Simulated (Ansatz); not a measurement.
# Residual resistivity of an alloy: Ru(0001) with 2 layers of random Ru-Ta, 2x2, part 2 of 2

How strongly does chemical disorder scatter in Ru(0001) with 2 layers of random Ru-Ta, 2x2?

Ansatz 0.2.0; Ansatz plane-wave DFT, PBE, PAW files; ballistic transport by layer matching (Landauer), zero bias; PAW set soft_1.

So far. Step 2 (With 2 alloy layers): Over the solved energies the transmission per spin lies between 2.62 and 2.76, out of 5.45 channels of the lead on average (up to 5.92). The log calls the step of a lead's potential too much.

## (3) With 6 alloy layers

In 6 layers a share of 0.5 of the sites is given to Ta at random. A fresh draw is used; the growth of the resistance with length is what counts.

System of this step: Ru(0001) with 6 layers of random Ru-Ta, 2x2. The cell holds 64 atoms: 52 Ru and 12 Ta. Its edges and angles: a = 5.412 Å, b = 5.412 Å, c = 34.255 Å, α = 90.0°, β = 90.0°, γ = 120.0°. It derives from Ru. Regions: lead, 40 atoms (40 Ru); scattering region, 24 atoms (12 Ru and 12 Ta). The structure is stacked along c, and the current runs across the ab planes.

input.yaml reads:

```yaml
crystal:
  lattice:
    - [5.4116, 0.0, 0.0]
    - [-2.7058, 4.6865830751, 0.0]
    - [0.0, 0.0, 34.2552]
  atoms:
    - { symbol: Ru, position: [0.1666666667, 0.3333333333, 0.03125] }
    - { symbol: Ru, position: [0.1666666667, 0.8333333333, 0.03125] }
    - { symbol: Ru, position: [0.6666666667, 0.3333333333, 0.03125] }
    - { symbol: Ru, position: [0.6666666667, 0.8333333333, 0.03125] }
    - { symbol: Ru, position: [0.3333333333, 0.1666666667, 0.09375] }
    - { symbol: Ru, position: [0.3333333333, 0.6666666667, 0.09375] }
    - { symbol: Ru, position: [0.8333333333, 0.1666666667, 0.09375] }
    - { symbol: Ru, position: [0.8333333333, 0.6666666667, 0.09375] }
    - { symbol: Ru, position: [0.1666666667, 0.3333333333, 0.15625] }
    - { symbol: Ru, position: [0.1666666667, 0.8333333333, 0.15625] }
    - { symbol: Ru, position: [0.6666666667, 0.3333333333, 0.15625] }
    - { symbol: Ru, position: [0.6666666667, 0.8333333333, 0.15625] }
    - { symbol: Ru, position: [0.3333333333, 0.1666666667, 0.21875] }
    - { symbol: Ru, position: [0.3333333333, 0.6666666667, 0.21875] }
    - { symbol: Ru, position: [0.8333333333, 0.1666666667, 0.21875] }
    - { symbol: Ru, position: [0.8333333333, 0.6666666667, 0.21875] }
    - { symbol: Ru, position: [0.1666666667, 0.3333333333, 0.28125] }
    - { symbol: Ru, position: [0.1666666667, 0.8333333333, 0.28125] }
    - { symbol: Ru, position: [0.6666666667, 0.3333333333, 0.28125] }
    - { symbol: Ru, position: [0.6666666667, 0.8333333333, 0.28125] }
    - { symbol: Ru, position: [0.3333333333, 0.1666666667, 0.34375] }
    - { symbol: Ru, position: [0.3333333333, 0.6666666667, 0.34375] }
    - { symbol: Ta, position: [0.8333333333, 0.1666666667, 0.34375] }
    - { symbol: Ru, position: [0.8333333333, 0.6666666667, 0.34375] }
    - { symbol: Ta, position: [0.1666666667, 0.3333333333, 0.40625] }
    - { symbol: Ru, position: [0.1666666667, 0.8333333333, 0.40625] }
    - { symbol: Ta, position: [0.6666666667, 0.3333333333, 0.40625] }
    - { symbol: Ru, position: [0.6666666667, 0.8333333333, 0.40625] }
    - { symbol: Ta, position: [0.3333333333, 0.1666666667, 0.46875] }
    - { symbol: Ta, position: [0.3333333333, 0.6666666667, 0.46875] }
    - { symbol: Ru, position: [0.8333333333, 0.1666666667, 0.46875] }
    - { symbol: Ta, position: [0.8333333333, 0.6666666667, 0.46875] }
    - { symbol: Ta, position: [0.1666666667, 0.3333333333, 0.53125] }
    - { symbol: Ru, position: [0.1666666667, 0.8333333333, 0.53125] }
    - { symbol: Ru, position: [0.6666666667, 0.3333333333, 0.53125] }
    - { symbol: Ta, position: [0.6666666667, 0.8333333333, 0.53125] }
    - { symbol: Ta, position: [0.3333333333, 0.1666666667, 0.59375] }
    - { symbol: Ru, position: [0.3333333333, 0.6666666667, 0.59375] }
    - { symbol: Ta, position: [0.8333333333, 0.1666666667, 0.59375] }
    - { symbol: Ru, position: [0.8333333333, 0.6666666667, 0.59375] }
    - { symbol: Ta, position: [0.1666666667, 0.3333333333, 0.65625] }
    - { symbol: Ta, position: [0.1666666667, 0.8333333333, 0.65625] }
    - { symbol: Ru, position: [0.6666666667, 0.3333333333, 0.65625] }
    - { symbol: Ru, position: [0.6666666667, 0.8333333333, 0.65625] }
    - { symbol: Ru, position: [0.3333333333, 0.1666666667, 0.71875] }
    - { symbol: Ru, position: [0.3333333333, 0.6666666667, 0.71875] }
    - { symbol: Ru, position: [0.8333333333, 0.1666666667, 0.71875] }
    - { symbol: Ru, position: [0.8333333333, 0.6666666667, 0.71875] }
    - { symbol: Ru, position: [0.1666666667, 0.3333333333, 0.78125] }
    - { symbol: Ru, position: [0.1666666667, 0.8333333333, 0.78125] }
    - { symbol: Ru, position: [0.6666666667, 0.3333333333, 0.78125] }
    - { symbol: Ru, position: [0.6666666667, 0.8333333333, 0.78125] }
    - { symbol: Ru, position: [0.3333333333, 0.1666666667, 0.84375] }
    - { symbol: Ru, position: [0.3333333333, 0.6666666667, 0.84375] }
    - { symbol: Ru, position: [0.8333333333, 0.1666666667, 0.84375] }
    - { symbol: Ru, position: [0.8333333333, 0.6666666667, 0.84375] }
    - { symbol: Ru, position: [0.1666666667, 0.3333333333, 0.90625] }
    - { symbol: Ru, position: [0.1666666667, 0.8333333333, 0.90625] }
    - { symbol: Ru, position: [0.6666666667, 0.3333333333, 0.90625] }
    - { symbol: Ru, position: [0.6666666667, 0.8333333333, 0.90625] }
    - { symbol: Ru, position: [0.3333333333, 0.1666666667, 0.96875] }
    - { symbol: Ru, position: [0.3333333333, 0.6666666667, 0.96875] }
    - { symbol: Ru, position: [0.8333333333, 0.1666666667, 0.96875] }
    - { symbol: Ru, position: [0.8333333333, 0.6666666667, 0.96875] }
kpoints:
  mp_grid: { grid: [5, 5, 1] }
hamiltonian:
  xc: pbe
  pseudopotentials: { kind: paw, azcp: { folder: soft_1 } }
scf:
  occupations: { method: fermi_dirac, width: 0.1 }
output:
  transmission:
    leads: [[0, 8]]
    kmesh: [10, 10]
    e_range: [-0.05, 0.05]
    de: 0.05
  write_potential: true
  write_density: true
  volumetric_format: npy
```

On the command line:

```bash
> ansatz run input.yaml --threads 4 --pin off --max-ram 15360MiB --backend cpu --events-out ev --progress --plain --runs-dir out
```

Numbers of over 12 decimals in the logs are rounded to 6 here.

Log:

```text
[...]
Crystal: 64 atoms, lattice volume = 868.777 Å³
Basis set: ecut = 420 eV, 16909 PW (Γ)
Bands: 593, of which v1, the nominal top of the filled ones, is band 494 counted from 1 (493 counted from 0)
Symmetry: 1 space group operations
[...]
k-points: 13 of 25 (time reversal used)
[...]
SCF iter   1: F=—  HF=-425056.534691 eV  |F-HF|=—  |Δ(HF+E_count)|=         —  Δρ=2.28e-1  dr2=1.37e4  ethr=3.10e-3  ⟨swp⟩=5.0  Hψ=24685  notcnv=0
[...]
SCF iter  12: F=-424885.588886 eV  HF=-424885.588886 eV  |F-HF|=1.28e-8  |Δ(HF+E_count)|=   1.98e-9  Δρ=3.41e-7  dr2=1.29e-8  ethr=9.54e-12  ⟨swp⟩=1.0  Hψ=15295  notcnv=0
SCF 1 converged in 12 iterations: F = -424885.588886 eV  dr2 = 1.29e-8
[...]
transmission: 329 of 3276 steps passed
transmission: 656 of 3276 steps passed
[...]
transmission: 3276 of 3276 steps passed
SCF converged after 12 iterations
Free energy (F): -424885.588886 eV
[...]
Internal energy: -424883.597808 eV  (E = F + TS)
E sigma→0 (E₀):  -424884.593347 eV
Entropy (-TS):   -1.991078 eV (-31.111 meV/atom)
Fermi energy:    23.786946 eV
[...]
--- Band table (eV; the first three rows and the last of 13) ---
  k-point 0: bands = [... 490 lower, 24.6310, 24.6767, 24.7153, 24.7264, 24.7651, 24.7684, 24.8042, 24.8151, ... 95 higher]
  k-point 1: bands = [... 490 lower, 24.0283, 24.0691, 24.0865, 24.1407, 24.1728, 24.2043, 24.2779, 24.3219, ... 95 higher]
  k-point 2: bands = [... 490 lower, 23.4849, 23.5188, 23.5511, 23.5797, 23.6010, 23.6091, 23.6517, 23.6851, ... 95 higher]
  k-point 12: bands = [... 490 lower, 23.5731, 23.6223, 23.6802, 23.7068, 23.7599, 23.7833, 23.8215, 23.8449, ... 95 higher]
--- Transmission ---
  basis      : 223 plane waves across, 63 finite elements along
  points     : 52, standing for a mesh of 10 x 10
[...]
channels       : 5.280000e0 a spin
[...]
junction   : crystal 0 to crystal 0, 0.70 to 30.67 Å
    transmission   : 2.021511e0 a spin
[...]
```

Wall time 12 min (4 threads of Intel Xeon 6975P-C (Granite Rapids), shared host); peak memory 10 GiB; 43 min of CPU time.

This step gave:

- free energy: -424885.5889 eV
- energy at zero smearing: -424884.5933 eV
- Fermi energy: 23.79 eV
- transmission per spin nearest the Fermi level: 2.022
- step of the lead's potential: 27.5 meV

Per spin. The transmission, zone mean by energy, zero at the Fermi level:

```
energy (eV)  transmission, zone mean
    -0.0500                     2.03
     0.0000                     2.02
     0.0500                     2.02
```

Over the solved energies the transmission per spin lies between 2.02 and 2.03, out of 5.46 channels of the lead on average (up to 5.93). The log calls the step of a lead's potential too much.

## (4) With 10 alloy layers

In 10 layers a share of 0.5 of the sites is given to Ta at random. A fresh draw is used; the growth of the resistance with length is what counts.

System of this step: Ru(0001) with 10 layers of random Ru-Ta, 2x2. The cell holds 80 atoms: 60 Ru and 20 Ta. Its edges and angles: a = 5.412 Å, b = 5.412 Å, c = 42.819 Å, α = 90.0°, β = 90.0°, γ = 120.0°. It derives from Ru. Regions: lead, 40 atoms (40 Ru); scattering region, 40 atoms (20 Ru and 20 Ta). The structure is stacked along c, and the current runs across the ab planes.

input.yaml reads:

```yaml
crystal:
  lattice:
    - [5.4116, 0.0, 0.0]
    - [-2.7058, 4.6865830751, 0.0]
    - [0.0, 0.0, 42.819]
  atoms:
    - { symbol: Ru, position: [0.1666666667, 0.3333333333, 0.025] }
    - { symbol: Ru, position: [0.1666666667, 0.8333333333, 0.025] }
    - { symbol: Ru, position: [0.6666666667, 0.3333333333, 0.025] }
    - { symbol: Ru, position: [0.6666666667, 0.8333333333, 0.025] }
    - { symbol: Ru, position: [0.3333333333, 0.1666666667, 0.075] }
    - { symbol: Ru, position: [0.3333333333, 0.6666666667, 0.075] }
    - { symbol: Ru, position: [0.8333333333, 0.1666666667, 0.075] }
    - { symbol: Ru, position: [0.8333333333, 0.6666666667, 0.075] }
    - { symbol: Ru, position: [0.1666666667, 0.3333333333, 0.125] }
    - { symbol: Ru, position: [0.1666666667, 0.8333333333, 0.125] }
    - { symbol: Ru, position: [0.6666666667, 0.3333333333, 0.125] }
    - { symbol: Ru, position: [0.6666666667, 0.8333333333, 0.125] }
    - { symbol: Ru, position: [0.3333333333, 0.1666666667, 0.175] }
    - { symbol: Ru, position: [0.3333333333, 0.6666666667, 0.175] }
    - { symbol: Ru, position: [0.8333333333, 0.1666666667, 0.175] }
    - { symbol: Ru, position: [0.8333333333, 0.6666666667, 0.175] }
    - { symbol: Ru, position: [0.1666666667, 0.3333333333, 0.225] }
    - { symbol: Ru, position: [0.1666666667, 0.8333333333, 0.225] }
    - { symbol: Ru, position: [0.6666666667, 0.3333333333, 0.225] }
    - { symbol: Ru, position: [0.6666666667, 0.8333333333, 0.225] }
    - { symbol: Ru, position: [0.3333333333, 0.1666666667, 0.275] }
    - { symbol: Ru, position: [0.3333333333, 0.6666666667, 0.275] }
    - { symbol: Ru, position: [0.8333333333, 0.1666666667, 0.275] }
    - { symbol: Ta, position: [0.8333333333, 0.6666666667, 0.275] }
    - { symbol: Ta, position: [0.1666666667, 0.3333333333, 0.325] }
    - { symbol: Ru, position: [0.1666666667, 0.8333333333, 0.325] }
    - { symbol: Ta, position: [0.6666666667, 0.3333333333, 0.325] }
    - { symbol: Ru, position: [0.6666666667, 0.8333333333, 0.325] }
    - { symbol: Ru, position: [0.3333333333, 0.1666666667, 0.375] }
    - { symbol: Ta, position: [0.3333333333, 0.6666666667, 0.375] }
    - { symbol: Ta, position: [0.8333333333, 0.1666666667, 0.375] }
    - { symbol: Ta, position: [0.8333333333, 0.6666666667, 0.375] }
    - { symbol: Ru, position: [0.1666666667, 0.3333333333, 0.425] }
    - { symbol: Ta, position: [0.1666666667, 0.8333333333, 0.425] }
    - { symbol: Ta, position: [0.6666666667, 0.3333333333, 0.425] }
    - { symbol: Ta, position: [0.6666666667, 0.8333333333, 0.425] }
    - { symbol: Ta, position: [0.3333333333, 0.1666666667, 0.475] }
    - { symbol: Ta, position: [0.3333333333, 0.6666666667, 0.475] }
    - { symbol: Ru, position: [0.8333333333, 0.1666666667, 0.475] }
    - { symbol: Ta, position: [0.8333333333, 0.6666666667, 0.475] }
    - { symbol: Ta, position: [0.1666666667, 0.3333333333, 0.525] }
    - { symbol: Ta, position: [0.1666666667, 0.8333333333, 0.525] }
    - { symbol: Ru, position: [0.6666666667, 0.3333333333, 0.525] }
    - { symbol: Ru, position: [0.6666666667, 0.8333333333, 0.525] }
    - { symbol: Ru, position: [0.3333333333, 0.1666666667, 0.575] }
    - { symbol: Ru, position: [0.3333333333, 0.6666666667, 0.575] }
    - { symbol: Ru, position: [0.8333333333, 0.1666666667, 0.575] }
    - { symbol: Ru, position: [0.8333333333, 0.6666666667, 0.575] }
    - { symbol: Ru, position: [0.1666666667, 0.3333333333, 0.625] }
    - { symbol: Ru, position: [0.1666666667, 0.8333333333, 0.625] }
    - { symbol: Ta, position: [0.6666666667, 0.3333333333, 0.625] }
    - { symbol: Ta, position: [0.6666666667, 0.8333333333, 0.625] }
    - { symbol: Ru, position: [0.3333333333, 0.1666666667, 0.675] }
    - { symbol: Ru, position: [0.3333333333, 0.6666666667, 0.675] }
    - { symbol: Ta, position: [0.8333333333, 0.1666666667, 0.675] }
    - { symbol: Ta, position: [0.8333333333, 0.6666666667, 0.675] }
    - { symbol: Ru, position: [0.1666666667, 0.3333333333, 0.725] }
    - { symbol: Ta, position: [0.1666666667, 0.8333333333, 0.725] }
    - { symbol: Ru, position: [0.6666666667, 0.3333333333, 0.725] }
    - { symbol: Ta, position: [0.6666666667, 0.8333333333, 0.725] }
    - { symbol: Ru, position: [0.3333333333, 0.1666666667, 0.775] }
    - { symbol: Ru, position: [0.3333333333, 0.6666666667, 0.775] }
    - { symbol: Ru, position: [0.8333333333, 0.1666666667, 0.775] }
    - { symbol: Ru, position: [0.8333333333, 0.6666666667, 0.775] }
    - { symbol: Ru, position: [0.1666666667, 0.3333333333, 0.825] }
    - { symbol: Ru, position: [0.1666666667, 0.8333333333, 0.825] }
    - { symbol: Ru, position: [0.6666666667, 0.3333333333, 0.825] }
    - { symbol: Ru, position: [0.6666666667, 0.8333333333, 0.825] }
    - { symbol: Ru, position: [0.3333333333, 0.1666666667, 0.875] }
    - { symbol: Ru, position: [0.3333333333, 0.6666666667, 0.875] }
    - { symbol: Ru, position: [0.8333333333, 0.1666666667, 0.875] }
    - { symbol: Ru, position: [0.8333333333, 0.6666666667, 0.875] }
    - { symbol: Ru, position: [0.1666666667, 0.3333333333, 0.925] }
    - { symbol: Ru, position: [0.1666666667, 0.8333333333, 0.925] }
    - { symbol: Ru, position: [0.6666666667, 0.3333333333, 0.925] }
    - { symbol: Ru, position: [0.6666666667, 0.8333333333, 0.925] }
    - { symbol: Ru, position: [0.3333333333, 0.1666666667, 0.975] }
    - { symbol: Ru, position: [0.3333333333, 0.6666666667, 0.975] }
    - { symbol: Ru, position: [0.8333333333, 0.1666666667, 0.975] }
    - { symbol: Ru, position: [0.8333333333, 0.6666666667, 0.975] }
kpoints:
  mp_grid: { grid: [5, 5, 1] }
hamiltonian:
  xc: pbe
  pseudopotentials: { kind: paw, azcp: { folder: soft_1 } }
scf:
  occupations: { method: fermi_dirac, width: 0.1 }
output:
  transmission:
    leads: [[0, 8]]
    kmesh: [10, 10]
    e_range: [-0.05, 0.05]
    de: 0.05
  write_potential: true
  write_density: true
  volumetric_format: npy
```

Log:

```text
[...]
Crystal: 80 atoms, lattice volume = 1085.972 Å³
Basis set: ecut = 420 eV, 21185 PW (Γ)
Bands: 732, of which v1, the nominal top of the filled ones, is band 610 counted from 1 (609 counted from 0)
Symmetry: 1 space group operations
[...]
k-points: 13 of 25 (time reversal used)
[...]
SCF iter   1: F=—  HF=-551650.957820 eV  |F-HF|=—  |Δ(HF+E_count)|=         —  Δρ=2.61e-1  dr2=2.44e4  ethr=3.10e-3  ⟨swp⟩=5.0  Hψ=36499  notcnv=0  defer=26
[...]
SCF iter  12: F=-551373.710218 eV  HF=-551373.710218 eV  |F-HF|=9.78e-9  |Δ(HF+E_count)|=   1.63e-9  Δρ=2.15e-7  dr2=9.66e-9  ethr=6.50e-12  ⟨swp⟩=1.0  Hψ=18909  notcnv=0
SCF 1 converged in 12 iterations: F = -551373.710218 eV  dr2 = 9.66e-9
[...]
transmission: 417 of 4160 steps passed
transmission: 832 of 4160 steps passed
[...]
transmission: 4160 of 4160 steps passed
SCF converged after 12 iterations
Free energy (F): -551373.710218 eV
[...]
Internal energy: -551371.244189 eV  (E = F + TS)
E sigma→0 (E₀):  -551372.477203 eV
Entropy (-TS):   -2.466030 eV (-30.825 meV/atom)
Fermi energy:    23.935980 eV
[...]
--- Band table (eV; the first three rows and the last of 13) ---
  k-point 0: bands = [... 606 lower, 24.6838, 24.7180, 24.7360, 24.7880, 24.8192, 24.8424, 24.8631, 24.8998, ... 118 higher]
  k-point 1: bands = [... 606 lower, 24.2109, 24.2706, 24.2825, 24.3097, 24.3400, 24.3838, 24.3939, 24.4102, ... 118 higher]
  k-point 2: bands = [... 606 lower, 23.6650, 23.6767, 23.7043, 23.7232, 23.7599, 23.7761, 23.8059, 23.8173, ... 118 higher]
  k-point 12: bands = [... 606 lower, 23.7988, 23.8162, 23.8616, 23.8804, 23.8987, 23.9424, 23.9600, 23.9848, ... 118 higher]
--- Transmission ---
  basis      : 223 plane waves across, 80 finite elements along
  points     : 52, standing for a mesh of 10 x 10
[...]
channels       : 5.280000e0 a spin
[...]
junction   : crystal 0 to crystal 0, 0.70 to 39.24 Å
    transmission   : 1.440236e0 a spin
[...]
```

The job ended after 19 min (4 threads; peak memory 8.2 GiB).

Numbers from this step:

```
free energy                                   : -551373.7102 eV
energy at zero smearing                       : -551372.4772 eV
Fermi energy                                  : 23.94 eV
transmission per spin nearest the Fermi level : 1.440
step of the lead's potential                  : 27.3 meV
```

Per spin. Table of transmission, zone mean by energy, zero at the Fermi level:

```
energy (eV)  transmission, zone mean
    -0.0500                     1.48
     0.0000                     1.44
     0.0500                     1.50
```

Over the solved energies the transmission per spin lies between 1.44 and 1.50, out of 5.46 channels of the lead on average (up to 5.94). The log calls the step of a lead's potential too much.

## (5) The fit

This step: Ansatz plane-wave DFT, PBE, PAW files; ballistic transport by layer matching (Landauer), zero bias; residual resistivity from the slope of the area resistance, atoms on the host's lattice; PAW set soft_1 (Ansatz 0.2.0).

This step gave:

```yaml
resistivity: 58.35 µΩ cm
intercept: 0.3369 fΩ m²
scatter_about_the_fit: 0.04878 fΩ m²
```

Resistance, by row:

```
run  length (Å)      T  channels N  RA (fΩ m²)
 n2       4.282   2.68       5.453      0.6212
 n6       12.85  2.024       5.457       1.017
n10       21.41  1.474        5.46       1.621
```

Area resistance against length of the alloy:

```
length of the alloy (Å)  area resistance (fΩ m²)
                   4.28                    0.621
                  12.85                     1.02
                  21.41                     1.62
```

The area resistance goes from 0.62 to 1.6 fΩ m² between 4.3 and 21.4 Å, a slope of 58 µΩ cm.

By hand from the end points: (1.621 − 0.6212) fΩ m² / (21.41 − 4.28) Å = 58 µΩ cm, since 1 fΩ m² per Å is 1000 µΩ cm.

## (6) What came out

```yaml
resistivity_from_the_slope: 58.4 µΩ cm
area_resistance_over_4p28_a: 0.621 fΩ m²
area_resistance_over_12p8_a: 1.02 fΩ m²
area_resistance_over_21p4_a: 1.62 fΩ m²
```

In words: The slope gives 58 µΩ cm. The points scatter by 0.049 fΩ m² about the line, with one random draw a length in a 2x2 cell, so the slope is a rough value. Read with a model of isotropic scattering on a spherical Fermi surface and the lead's 1.7×10¹⁵ S/m², this slope means a mean free path near 7.8 Å (a rough figure, since the alloy's own channel count differs); over these lengths the model's slope is within 3 % of its bulk resistivity. The atoms sit on the host's lattice, so scattering by size misfit is left out. With 50 % of Ta, whose own structure is another, this is a hypothetical phase. Spin-orbit coupling is left out, which matters for Ta. A lead's potential steps by up to 28 meV from period to period, which the log calls too much, so longer leads could move the result.

[Logs are printed without paths, hosts, clocks, repeated set-up lines and the standing remarks that a program may print on its own settings, such as how far it seeks lower states.]

[Hosts, paths, dates, database ids (printed as entryN), source tags and the programs' standing remarks are cut or masked in the printed files.]
